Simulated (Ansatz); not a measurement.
Runs of Ansatz 0.2.0 on MnS. Symmetry: F-43m, No. 216, cubic system. Conventional cell: a = 4.947 Å, b = 4.947 Å, c = 4.947 Å, α = 90.00°, β = 90.00°, γ = 90.00°. Mn (site symmetry -43m) has 4 S at 2.14 Å as nearest neighbours. Around S (site symmetry -43m) lie 4 Mn at 2.14 Å. The cell is a database's computed one.

```csv
level,U,gap on the mesh (eV),pressure (GPa),moment (μB)
PBEsol+U,Mn d U = 6 eV,none,61.9,4.88
PBEsol+U,Mn d U = 4 eV,none,48.7,4.47
PBEsol+U,Mn d U = 2 eV,none,34.6,3.93
PBEsol+U,Mn d U = 8 eV,none,68.0,4.97
PBEsol,-,none,(a),0.24
```

Alike in all rows: task density of states; potentials or basis all-electron LAPW, scalar-relativistic; spin collinear, ferromagnetic start; cell as given; k mesh 9 × 9 × 9; cutoff (eV) 344; smearing fermi-dirac 0.05 eV; basis error allowed 0.001 eV/atom.

Task: Fill in the values left out.

Result: (a) -3.0.

Caveats: the magnetic state may not be the lowest (some runs); a pressure of tens of GPa on the cell as given is suspect, and the run, the potentials or the cell itself is likely at fault (some runs); U is the effective U less J, on atomic orbitals that reach past the spheres (some runs); a cell with one magnetic atom can't hold antiferromagnetic order, which such compounds often take (some runs); the moment fell far below its start of 4 μB, so a state of higher moment may lie lower in energy (some runs); semilocal functionals often make such compounds metallic where correlation or magnetic order opens a gap, which also shifts bond lengths (some runs); the starting moments weren't kept (some runs).

A gap of «none» marks a metal or a gap under the smearing width.
